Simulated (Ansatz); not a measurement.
# NaH (NiAs type): optical response by level

How does NaH (NiAs type) absorb light if electrons and holes don't interact? Plan: HSE06 for the gap; optics with PBE on 6×6×4; optics with r2SCAN on 6×6×4; optics with PBE and scissors to the HSE06 gap on 6×6×4.

Program: Ansatz 0.2.0. Level of theory: plane waves, PAW; no local fields, no excitons. These are calculated values, not measurements.

1 further run of the same task is left out (it didn't finish).

### Step 1. The system as given

The structure is hexagonal, space group P6_3/mmc (No. 194). The conventional cell has a = 3.319 Å, b = 3.319 Å, c = 5.831 Å, α = 90.00°, β = 90.00°, γ = 120.00°. Na (site symmetry -3m) is surrounded by 6 H at 2.41 Å. H (site symmetry -6m2) is surrounded by 6 Na at 2.41 Å.

Coordinates:

```cif
data_structure
_symmetry_space_group_name_H-M 'P 1'
_symmetry_Int_Tables_number 1
_cell_length_a 3.3192
_cell_length_b 3.3192
_cell_length_c 5.8310
_cell_angle_alpha 90.000
_cell_angle_beta 90.000
_cell_angle_gamma 120.000
_cell_volume 55.63
loop_
_atom_site_label
_atom_site_type_symbol
_atom_site_fract_x
_atom_site_fract_y
_atom_site_fract_z
_atom_site_occupancy
Na1 Na 0.00000 0.00000 0.00000 1
Na2 Na 0.00000 0.00000 0.50000 1
H1 H 0.33333 0.66667 0.25000 1
H2 H 0.66667 0.33333 0.75000 1
```

Cell and atoms come from an earlier r2SCAN relaxation.

### Step 2. The gap to aim at

input.yaml reads:

```yaml
crystal:
  lattice:
    - [3.3191587729, 0.0, 0.0]
    - [-1.6595793864, 2.8744758166, 0.0]
    - [0.0, 0.0, 5.8309537818]
  atoms:
    - { symbol: Na, position: [0.0, 0.0, 0.0] }
    - { symbol: Na, position: [0.0, 0.0, 0.5] }
    - { symbol: H, position: [0.3333333333, 0.6666666667, 0.25] }
    - { symbol: H, position: [0.6666666667, 0.3333333333, 0.75] }
kpoints:
  mp_grid: { grid: [6, 6, 4] }
  band_path:
    path:
      - [0.0, 0.0, 0.0]
      - [0.5, 0.0, 0.0]
      - [0.3333333333, 0.3333333333, 0.0]
      - [0.0, 0.0, 0.5]
      - [0.5, 0.0, 0.5]
      - [0.3333333333, 0.3333333333, 0.5]
      - [0.265625, 0.270833, 0.0]
      - [0.0, -0.5, 0.25]
    npoints: 1
hamiltonian:
  xc: hse06
scf:
  occupations: { method: fixed }
  n_extra_bands: 5
output:
  forces: true
  stress: true
  eigenvalues: true
```

Command:

```sh
$ ansatz run input.yaml --threads 4 --pin off --max-ram 3686MiB --backend cpu --events-out ev --progress --plain --runs-dir out
```

The runs that follow: Optics, PBE; Optics, r2SCAN; Optics, PBE with a scissors shift.

Before running them: what should the planned runs give, taken together? Wanted: ε∞, PBE; ε∞, r2SCAN; tallest peak of ε₂, PBE; tallest peak of ε₂, r2SCAN; HSE06 direct gap.

As calculated:

| quantity | value |
| --- | --- |
| ε∞, PBE | 3.16 (xx, yy), 3.20 (zz) |
| ε∞, r2SCAN | 2.84 (xx, yy), 2.87 (zz) |
| ε∞, PBE + 1.06 eV scissors | 2.85 (xx, yy), 2.88 (zz) |
| tallest peak of ε₂, PBE | 11.1 at 5.30 eV |
| tallest peak of ε₂, r2SCAN | 10.0 at 5.85 eV |
| tallest peak of ε₂, PBE + 1.06 eV scissors | 11.1 at 6.35 eV |
| HSE06 direct gap | 5.57 eV |

From PBE to PBE + 1.06 eV scissors the direct gap grows from 4.51 to 5.57 eV, and ε∞ goes from 3.17 to 2.86 (mean of the axes). The response is anisotropic: with PBE ε∞ is 3.16 (xx, yy), 3.20 (zz). Local fields and excitons are left out: both change ε∞, and without excitons the onset lacks its lines.
